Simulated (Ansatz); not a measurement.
Runs of Ansatz 0.2.0 on SnTe. Symmetry: Fm-3m, No. 225, cubic system. The conventional cell has a = 6.302 Å, b = 6.302 Å, c = 6.302 Å, α = 90.00°, β = 90.00°, γ = 90.00°. Te (site symmetry m-3m) has 6 Sn at 3.15 Å as nearest neighbours. Sn (site symmetry m-3m) has 6 Te at 3.15 Å as nearest neighbours. 

```csv
task,level,cell,k mesh,smearing,points for each segment of the path,mesh quality,pressure (GPa)
relaxation of cell and atoms,HSEsol,relaxed,4 × 4 × 4,fermi-dirac 0.05 eV,-,coarse,0.0
single point,PBEsol,as given,7 × 7 × 7,gaussian 0.05 eV,-,not flagged,(a)
band structure,HSEsol,as given,4 × 4 × 4,fermi-dirac 0.05 eV,4,coarse,-0.6
single point,RPBE,as given,7 × 7 × 7,gaussian 0.02 eV,-,not flagged,3.7
```

Alike in all rows: potentials or basis Ansatz PAW; no spin polarisation; cutoff (eV) 420.

**Question.** Estimate the missing entries.

**Answer.** (a) -0.4.

Caveats: some runs use coarse meshes; the PAW data sets come from PBE, with cores solved anew for the run's functional, which leaves a small shift of forces and pressure; the plane-wave basis is chosen anew once the cell has moved, so the energies of steps on either side of that aren't comparable (some runs); the thresholds are loose for stress (some runs).
